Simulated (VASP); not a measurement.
# S (P4_2/mnm) in VASP: equation of state

Aim: energy against volume of S in PBE, for its equilibrium volume and stiffness.

Program: VASP 6.6.1. These are calculated values, not measurements. Logs are shortened: lines on timing, memory, paths and dates and some standing lists are left out, and cuts for length are marked.

## (1) The structure

It takes space group P4_2/mnm (No. 136, tetragonal). Conventional cell: a = 5.678 Å, b = 5.678 Å, c = 2.950 Å, α = 90.00°, β = 90.00°, γ = 90.00°. S (site symmetry m2m) is surrounded by 1 S at 1.87 Å.

This isn't the form of S at room conditions, which is orthorhombic, of S8 rings.

## (2) Equation of state, PBE, 22.35 Å³/atom (volume scaled by 0.94)

INCAR reads:

```
SYSTEM = S
PREC = Accurate ; ENCUT = 520
EDIFF = 1E-7 ; ISMEAR = -1
SIGMA = 0.05 ; LREAL = .FALSE.
LASPH = .TRUE. ; NELM = 60
ALGO = Normal ; ISIF = 2
LWAVE = .FALSE. ; LCHARG = .FALSE.
GGA = PE ; NBANDS = 20
```

KPOINTS reads:

```
Automatic mesh
0
G
  5 5 9
  0 0 0
```

POSCAR reads:

```
S
1.0
    5.5621426172      0.0000000000      0.0000000000
    0.0000000000      5.5621426172      0.0000000000
    0.0000000000      0.0000000000      2.8894024482
S
4
Direct
    0.6166086200      0.3833913800      0.0000000000
    0.3833913800      0.6166086200      0.0000000000
    0.1166086200      0.1166086200      0.5000000000
    0.8833913800      0.8833913800      0.5000000000
```

Potentials or basis: VASP PAW PBE potentials, release 64 (S).

Command:

```sh
$ cat potpaw_PBE.64/S/POTCAR > POTCAR
$ mpirun -np 1 vasp_std > vasp.out
```

OUTCAR:

```text
SYSTEM = S
   PREC = Accurate
   ENCUT = 520
   EDIFF = 1E-7
   ISMEAR = -1
   LREAL = .FALSE.
   LASPH = .TRUE.
   NELM = 60
   ISIF = 2
   GGA = PE

 Found     30 irreducible k-points:

 Following reciprocal coordinates:
            Coordinates               Weight
  0.000000  0.000000  0.000000      1.000000
  0.200000  0.000000  0.000000      4.000000
  0.400000  0.000000  0.000000      4.000000
  0.200000  0.200000  0.000000      4.000000
  0.400000  0.200000  0.000000      8.000000
  0.400000  0.400000  0.000000      4.000000
   k-points           NKPTS =     30   k-points in BZ     NKDIM =     30   number of bands    NBANDS=     20
   number of dos      NEDOS =    301   number of ions     NIONS =      4
   total plane-waves  NPLWV =  42336
   dimension x,y,z NGX =    42 NGY =   42 NGZ =   24
   dimension x,y,z NGXF=    84 NGYF=   84 NGZF=   48
   ions per type =               4
   NGX,Y,Z   is equivalent  to a cutoff of  12.55, 12.55, 13.81 a.u.
   NGXF,Y,Z  is equivalent  to a cutoff of  25.11, 25.11, 27.62 a.u.
 SYSTEM =  S
   PREC   = accura    normal or accurate (medium, high low for compatibility)
   ISTART =      0    job   : 0-new  1-cont  2-samecut
   ICHARG =      2    charge: 1-file 2-atom 10-const
   ISPIN  =      1    spin polarized calculation?
   LNONCOLLINEAR =      F non collinear calculations
   LSORBIT =      F    spin-orbit coupling
   LASPH  =      T    aspherical Exc in radial PAW
   ENCUT  =  520.0 eV  38.22 Ry    6.18 a.u.  10.34 10.34  5.37*2*pi/ulx,y,z
   NELM   =     60;   NELMIN=  2; NELMDL= -5     # of ELM steps
   EDIFF  = 0.1E-06   stopping-criterion for ELM
   LREAL  =      F    real-space projection
   EDIFFG = 0.1E-05   stopping-criterion for IOM
   NSW    =      0    number of steps for IOM
   IBRION =     -1    ionic relax: 0-MD 1-quasi-New 2-CG
   NFREE  =      0    steps in history (QN), initial steepest desc. (CG)
   ISIF   =      2    stress and relaxation
   ISYM   =      2    0-nonsym 1-usesym 2-fastsym
   POTIM  = 0.5000    time-step for ionic-motion
   TEBEG  =    0.0;   TEEND  =   0.0 temperature during run
   PSTRESS=    0.0 pullay stress
   NELECT =      24.0000    total number of electrons
   NUPDOWN=      -1.0000    fix difference up-down
   EMIN   =  10.00;   EMAX   =-10.00  energy-range for DOS
   EFERMI =   0.00;   METHOD = LEGACY
   ISMEAR =    -1;   SIGMA  =   0.05  broadening in eV -4-tet -1-fermi 0-gaus
   EFERMI_NEDOS =   21; number of points for ismear=-14 and -15
   IALGO  =     38    algorithm
   IMIX   =      4    mixing-type and parameters
     AMIX     =   0.40;   BMIX     =  1.00
     AMIX_MAG =   1.60;   BMIX_MAG =  1.00
  volume/ion in A,a.u.               =      22.35       150.81
  Fermi-wavevector in a.u.,A,eV,Ry     =   1.056123  1.995783 15.175880  1.115396
  Thomas-Fermi vector in A             =   2.191347
   LORBIT       =      0    0 simple, 1 ext, 2 COOP (PROOUT), +10 PAW based schemes
   GGA     = PE    functional components
   LHFCALC =     F    Hartree Fock is set to
   AEXX    =    0.0000 exact exchange contribution
   IVDW    =     0    specifies the selected vdW correction
   LEPSILON=     F    determine dielectric tensor
   LRPA    =     F    only Hartree local field effects (RPA)
 non-spin polarized calculation
  energy-cutoff  :      520.00
  volume of cell :       89.39
 maximum number of plane-waves:      2443
 NGX is ok and might be reduce to    42
   NGX = 21   NGY = 21   NGZ = 11

 number of electron      24.0000000 magnetization

 Free energy of the ion-electron system (eV)
  ---------------------------------------------------
  ext. energy  EPLUGINS =         0.00000000
  ---------------------------------------------------
  free energy    TOTEN  =       -14.96854438 eV

  energy without entropy =      -14.95210405  energy(sigma->0) =      -14.96032422

 E-fermi :   3.7577     XC(G=0):  -9.0817

 val. band max:        3.7455818027   @ k =   0.4000   0.4000   0.2222
 cond. band min:       3.9022873146   @ k =   0.4000   0.4000   0.3333
 fundamental gap:      0.1567055119
 Fermi energy:         3.7576866092

 k-point     1 :       0.0000    0.0000    0.0000
  band No.  band energies     occupation
      1     -13.4198      2.00000
      2     -12.7995      2.00000
      3      -7.2236      2.00000
      4      -7.2236      2.00000
      5      -2.0235      2.00000
      6      -1.4559      2.00000
[... 12 lines left out ...]
     19      11.4583      0.00000
     20      11.9876      0.00000

 k-point     2 :       0.2000    0.0000    0.0000
  band No.  band energies     occupation
      1     -13.3643      2.00000
      2     -12.8627      2.00000
      3      -7.2146      2.00000
      4      -7.2104      2.00000
      5      -2.3490      2.00000
      6      -2.0122      2.00000
[... 12 lines left out ...]
     19      11.8658      0.00000
     20      11.8958      0.00000

 k-point     3 :       0.4000    0.0000    0.0000
  band No.  band energies     occupation
      1     -13.2154      2.00000
      2     -13.0239      2.00000
      3      -7.1957      2.00000
      4      -7.1915      2.00000
      5      -2.6328      2.00000
      6      -2.5175      2.00000
[... 12 lines left out ...]
     19      11.5433      0.00000
     20      11.8660      0.00000

 k-point     4 :       0.2000    0.2000    0.0000
  band No.  band energies     occupation
      1     -13.3168      2.00000
      2     -12.9103      2.00000
      3      -7.2802      2.00000
      4      -7.1762      2.00000
      5      -2.5954      2.00000
      6      -1.6716      2.00000
[... 12 lines left out ...]
     19      11.5349      0.00000
     20      12.1366      0.00000

 k-point     5 :       0.4000    0.2000    0.0000
  band No.  band energies     occupation
      1     -13.1916      2.00000
      2     -13.0360      2.00000
      3      -7.2869      2.00000
      4      -7.2234      2.00000
      5      -2.5489      2.00000
      6      -2.1241      2.00000
[... 12 lines left out ...]
     19      11.0664      0.00000
     20      11.2274      0.00000

 k-point     6 :       0.4000    0.4000    0.0000
  band No.  band energies     occupation
      1     -13.1342      2.00000
      2     -13.0743      2.00000
      3      -7.3690      2.00000
      4      -7.3321      2.00000
      5      -2.0842      2.00000
      6      -1.6127      2.00000
[... 12 lines left out ...]
     19      10.6368      0.00000
     20      10.9626      0.00000

 [... further k-points ...]

------------------------ aborting loop because EDIFF is reached ----------------------------------------

  FORCE on cell =-STRESS in cart. coord.  units (eV):
  Direction    XX          YY          ZZ          XY          YZ          ZX
  --------------------------------------------------------------------------------------
  -------------------------------------------------------------------------------------
  Total        4.3084485      4.3084485      1.7125496      0.0000000      0.0000000      0.0000000
  in kB       77.2216741     77.2216741     30.6945631      0.0000000      0.0000000      0.0000000
  external PRESSURE =      61.7126371 kB  Pullay stress =       0.0000000 kB

 VOLUME and BASIS-vectors are now :
 -----------------------------------------------------------------------------
  energy-cutoff  :      520.00
  volume of cell :       89.39
      direct lattice vectors                 reciprocal lattice vectors
     5.562142617  0.000000000  0.000000000     0.179786832  0.000000000  0.000000000
     0.000000000  5.562142617  0.000000000     0.000000000  0.179786832  0.000000000
     0.000000000  0.000000000  2.889402448     0.000000000  0.000000000  0.346092321

 POSITION                                       TOTAL-FORCE (eV/Angst)
 -----------------------------------------------------------------------------------
      3.42967      2.13248      0.00000         1.305798     -1.305798      0.000000
      2.13248      3.42967      0.00000        -1.305798      1.305798      0.000000
      0.64859      0.64859      1.44470         1.305798      1.305798      0.000000
      4.91355      4.91355      1.44470        -1.305798     -1.305798      0.000000
 -----------------------------------------------------------------------------------
    total drift:                                0.000000      0.000000     -0.000000

  FREE ENERGIE OF THE ION-ELECTRON SYSTEM (eV)
  ---------------------------------------------------
  free  energy   TOTEN  =       -14.9685443796 eV

  energy  without entropy=      -14.9521040509  energy(sigma->0) =      -14.96032422
```

stdout:

```text
POSCAR found type information on POSCAR S
 POSCAR found :  1 types and       4 ions
 scaLAPACK will be used
 LDA part: xc-table for (Slater+PW92), standard interpolation
 POSCAR, INCAR and KPOINTS ok, starting setup
 FFT: planning ... GRIDC
 FFT: planning ... GRID_SOFT
 FFT: planning ... GRID
 WAVECAR not read
 entering main loop
```

Wall time 33 s (1 thread of Intel Xeon 6975P-C (Granite Rapids), shared host); peak memory 0.2 GiB.

What came out:

* Free energy: -14.9685 eV
* Pressure: 6.2 GPa
* Largest force: 1.847 eV/Å
* Band gap on the k mesh: none (metal or under the smearing width)

Caveat: forces of over 1 eV/Å show positions far from the minimum, so gaps and moduli don't describe the material at rest.

## (3) Equation of state, PBE, 22.82 Å³/atom (volume scaled by 0.96)

INCAR reads:

```
  PREC = Accurate
  ENCUT = 520
  EDIFF = 1E-7
  ISMEAR = -1
  SIGMA = 0.05
  LREAL = False
  LASPH = True
  NELM = 80
  ALGO = Normal
  ISIF = 2
  LWAVE = False
  LCHARG = False
  GGA = PE
  NBANDS = 20
```

KPOINTS reads:

```
Automatic mesh
0
Gamma
  5 5 9
```

POSCAR reads:

```
S
1.0
    5.6013139262      0.0000000000      0.0000000000
    0.0000000000      5.6013139262      0.0000000000
    0.0000000000      0.0000000000      2.9097510232
S
4
Direct
    0.6166086200      0.3833913800      0.0000000000
    0.3833913800      0.6166086200      0.0000000000
    0.1166086200      0.1166086200      0.5000000000
    0.8833913800      0.8833913800      0.5000000000
```

Potentials or basis: VASP PAW PBE potentials, release 64 (S).

Command:

```sh
$ cat potpaw_PBE.64/S/POTCAR > POTCAR
$ mpirun -np 1 vasp_std > vasp.out
```

OUTCAR:

```text
PREC = Accurate
   ENCUT = 520
   EDIFF = 1E-7
   ISMEAR = -1
   LREAL = False
   LASPH = True
   NELM = 80
   ISIF = 2
   GGA = PE

 Found     30 irreducible k-points:

 Following reciprocal coordinates:
            Coordinates               Weight
  0.000000  0.000000  0.000000      1.000000
  0.200000  0.000000  0.000000      4.000000
  0.400000  0.000000  0.000000      4.000000
  0.200000  0.200000  0.000000      4.000000
  0.400000  0.200000  0.000000      8.000000
[... 216 lines left out ...]

  FORCE on cell =-STRESS in cart. coord.  units (eV):
  Direction    XX          YY          ZZ          XY          YZ          ZX
  --------------------------------------------------------------------------------------
  -------------------------------------------------------------------------------------
  Total        3.3377887      3.3377887      1.2540804      0.0000000      0.0000000      0.0000000
  in kB       58.5778954     58.5778954     22.0089994      0.0000000      0.0000000      0.0000000
  external PRESSURE =      46.3882634 kB  Pullay stress =       0.0000000 kB

 VOLUME and BASIS-vectors are now :
 -----------------------------------------------------------------------------
  energy-cutoff  :      520.00
  volume of cell :       91.29
      direct lattice vectors                 reciprocal lattice vectors
     5.601313926  0.000000000  0.000000000     0.178529540  0.000000000  0.000000000
     0.000000000  5.601313926  0.000000000     0.000000000  0.178529540  0.000000000
     0.000000000  0.000000000  2.909751023     0.000000000  0.000000000  0.343672016

 POSITION                                       TOTAL-FORCE (eV/Angst)
 -----------------------------------------------------------------------------------
      3.45382      2.14750      0.00000         0.984825     -0.984825      0.000000
      2.14750      3.45382      0.00000        -0.984825      0.984825      0.000000
      0.65316      0.65316      1.45488         0.984825      0.984825      0.000000
      4.94815      4.94815      1.45488        -0.984825     -0.984825      0.000000
 -----------------------------------------------------------------------------------
    total drift:                               -0.000000     -0.000000     -0.000000

  FREE ENERGIE OF THE ION-ELECTRON SYSTEM (eV)
  ---------------------------------------------------
  free  energy   TOTEN  =       -15.0330857601 eV

  energy  without entropy=      -15.0159062559  energy(sigma->0) =      -15.02449601
```

Wall time 31 s (1 thread of Intel Xeon 6975P-C (Granite Rapids), shared host); peak memory 0.2 GiB.

Results:

| Quantity | Value |
| --- | --- |
| Free energy | -15.0331 eV |
| Pressure | 4.6 GPa |
| Largest force | 1.393 eV/Å |
| Band gap on the k mesh | none (metal or under the smearing width) |

Caveat: forces of over 1 eV/Å show positions far from the minimum, so gaps and moduli don't describe the material at rest.

## (4) Equation of state, PBE, 23.30 Å³/atom (volume scaled by 0.98)

INCAR reads:

```
ALGO     = Normal         # electronic algorithm
EDIFF    = 1E-7           # SCF threshold, eV
ENCUT    = 520            # plane-wave cutoff, eV
GGA      = PE             # functional
ISIF     = 2              # what is computed and relaxed
ISMEAR   = -1             # smearing method
LASPH    = True           # aspherical terms in the spheres
LCHARG   = False          # write CHGCAR
LREAL    = False          # projectors in reciprocal space
LWAVE    = False          # write WAVECAR
NBANDS   = 20             # bands
NELM     = 100            # most SCF steps
PREC     = Accurate       # precision mode
SIGMA    = 0.05           # smearing width, eV
```

KPOINTS reads:

```
k-points
0
Gamma
  5 5 9
```

POSCAR reads:

```
S
1.0
    5.6399448982      0.0000000000      0.0000000000
    0.0000000000      5.6399448982      0.0000000000
    0.0000000000      0.0000000000      2.9298189058
S
4
Direct
    0.6166086200      0.3833913800      0.0000000000
    0.3833913800      0.6166086200      0.0000000000
    0.1166086200      0.1166086200      0.5000000000
    0.8833913800      0.8833913800      0.5000000000
```

Command:

```sh
$ cat potpaw_PBE.64/S/POTCAR > POTCAR
$ mpirun -np 1 vasp_std > vasp.out
```

It took 30 s on 1 thread of Intel Xeon 6975P-C (Granite Rapids), shared host; peak memory 0.2 GiB.

The run converged. Its results:

| Quantity | Value |
| --- | --- |
| Free energy | -15.0803 eV |
| Pressure | 3.3 GPa |
| Largest force | 0.971 eV/Å |
| Band gap on the k mesh | none (metal or under the smearing width) |

## (5) Equation of state, PBE, 24.25 Å³/atom (volume scaled by 1.02)

INCAR reads:

```
SYSTEM = S
ALGO = Normal
EDIFF = 1E-7
ENCUT = 520
GGA = PE
ISIF = 2
ISMEAR = -1
LASPH = .True.
LCHARG = .False.
LREAL = .False.
LWAVE = .False.
NBANDS = 20
NELM = 80
PREC = Accurate
SIGMA = 0.05
```

KPOINTS reads:

```
k-points
0
Gamma
  5 5 9
  0 0 0
```

POSCAR reads:

```
S
1.0
    5.7156578911      0.0000000000      0.0000000000
    0.0000000000      5.7156578911      0.0000000000
    0.0000000000      0.0000000000      2.9691500273
S
4
Direct
    0.6166086200      0.3833913800      0.0000000000
    0.3833913800      0.6166086200      0.0000000000
    0.1166086200      0.1166086200      0.5000000000
    0.8833913800      0.8833913800      0.5000000000
```

Command:

```sh
$ cat potpaw_PBE.64/S/POTCAR > POTCAR
$ mpirun -np 1 vasp_std > vasp.out
```

Run time: 24 s. Hardware: 1 thread of Intel Xeon 6975P-C (Granite Rapids), shared host; peak memory 0.22 GiB.

The run converged. Its results:

| Property | Result |
| --- | --- |
| Free energy | -15.1297 eV |
| Pressure | 0.9 GPa |
| Largest force | 0.215 eV/Å |
| Band gap on the k mesh | none (metal or under the smearing width) |

## (6) Equation of state, PBE, 24.73 Å³/atom (volume scaled by 1.04)

INCAR reads:

```
ALGO = Normal ; EDIFF = 1E-7
ENCUT = 520 ; GGA = PE
ISIF = 2 ; ISMEAR = -1
LASPH = T ; LCHARG = F
LREAL = F ; LWAVE = F
NBANDS = 20 ; NELM = 80
PREC = Accurate ; SIGMA = 0.05
```

KPOINTS reads:

```
k-points
0
Gamma
  5 5 9
```

POSCAR reads:

```
S
1.0
    5.7527735927      0.0000000000      0.0000000000
    0.0000000000      5.7527735927      0.0000000000
    0.0000000000      0.0000000000      2.9884307625
S
4
Direct
    0.6166086200      0.3833913800      0.0000000000
    0.3833913800      0.6166086200      0.0000000000
    0.1166086200      0.1166086200      0.5000000000
    0.8833913800      0.8833913800      0.5000000000
```

Potentials or basis: VASP PAW PBE potentials, release 64 (S).

Command:

```sh
$ cat potpaw_PBE.64/S/POTCAR > POTCAR
$ mpirun -np 1 vasp_std > vasp.out
```

It took 38 s on 1 thread of Intel Xeon 6975P-C (Granite Rapids), shared host; peak memory 0.22 GiB.

The run converged. Its results:

```
Free energy            : -15.1347 eV
Pressure               : -0.1 GPa
Largest force          : 0.124 eV/Å
Band gap on the k mesh : none (metal or under the smearing width)
```

## (7) Equation of state, PBE, 25.20 Å³/atom (volume scaled by 1.06)

INCAR reads:

```
PREC = Accurate
ENCUT = 520
EDIFF = 1E-7
ISMEAR = -1
SIGMA = 0.05
LREAL = F
LASPH = T
NELM = 100
ALGO = Normal
ISIF = 2
LWAVE = F
LCHARG = F
GGA = PE
NBANDS = 20
```

KPOINTS reads:

```
Automatic mesh
0
Gamma
  5 5 9
```

POSCAR reads:

```
S
1.0
    5.7894164507      0.0000000000      0.0000000000
    0.0000000000      5.7894164507      0.0000000000
    0.0000000000      0.0000000000      3.0074658666
S
4
Direct
    0.6166086200      0.3833913800      0.0000000000
    0.3833913800      0.6166086200      0.0000000000
    0.1166086200      0.1166086200      0.5000000000
    0.8833913800      0.8833913800      0.5000000000
```

Command:

```sh
$ cat potpaw_PBE.64/S/POTCAR > POTCAR
$ mpirun -np 1 vasp_std > vasp.out
```

Run time: 36 s. Hardware: 1 thread of Intel Xeon 6975P-C (Granite Rapids), shared host; peak memory 0.22 GiB.

Results (log left out):

```
Free energy            : -15.1283 eV
Pressure               : -1.0 GPa
Largest force          : 0.439 eV/Å
Band gap on the k mesh : none (metal or under the smearing width)
```

## (8) Equation of state, PBE

No new run: the results of the series are fitted here.

What came out:

```
Equilibrium volume                        : 24.69 Å³/atom
Bulk modulus at fixed shape and positions : 50 GPa
Pressure derivative of the bulk modulus   : 4.4
```

Energy against volume, from the lowest point:
```
volume (Å³/atom)  energy (meV/atom)
          22.348              41.53
          22.823              25.40
          23.299              13.58
          23.774               5.66
          24.250               1.25
          24.725               0.00
          25.201               1.59
```

Caveat: the cell was scaled at fixed shape and fractional positions, which overstates the stiffness of a crystal with free parameters, most of all of layers and chains.
